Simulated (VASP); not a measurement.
Wanted: the native input for a VASP 6.6.1 run.

| Item | Value |
| --- | --- |
| Task | single point |
| Functional | revPBE |
| Potentials or basis | VASP PAW PBE potentials, release 64 (Au) |
| Cutoff | 520 eV |
| k mesh | 14 × 14 × 14 |
| Occupations | fermi-dirac, width 0.1 eV |
| Spin | no spin polarisation |
| Dipole correction | no |
| Further INCAR settings | ALGO = Normal; EDIFF = 1e-06; NBANDS = 18 |

The structure of Au lies in POSCAR:

```
Au
1.0
    0.0000000000      3.1161209815      3.1161209815
    3.1161209815      0.0000000000      3.1161209815
    3.1161209815      3.1161209815      0.0000000000
Au
2
Direct
    0.1250000000      0.1250000000      0.1250000000
    0.8750000000      0.8750000000      0.8750000000
```

This isn't the form of Au at room conditions, which is fcc.

The input as run:

INCAR

```
SYSTEM = Au
PREC = Accurate ; ENCUT = 520
EDIFF = 1E-6 ; ISMEAR = -1
SIGMA = 0.1 ; LREAL = .False.
LASPH = .True. ; NELM = 100
ALGO = Normal ; ISIF = 2
LWAVE = .False. ; LCHARG = .True.
GGA = RE ; LELF = .True.
LVHAR = .True. ; NBANDS = 18
```

KPOINTS

```
Automatic mesh
0
Gamma
  14 14 14
  0 0 0
```

Potentials or basis: VASP PAW PBE potentials, release 64 (Au).

Launch:

```console
$ cat potpaw_PBE.64/Au/POTCAR > POTCAR
$ mpirun -np 1 vasp_std > vasp.out
```

It gave:

- Pressure: 0.0 GPa
- Band gap on the k mesh: none (metal or under the smearing width)

Caveat: the PAW data sets were made with another functional, which shifts forces and pressure a little.

It took 77 s on 1 thread of Intel(R) Xeon(R) Platinum 8488C (Sapphire Rapids), on a shared host, peak memory 0.25 GiB.
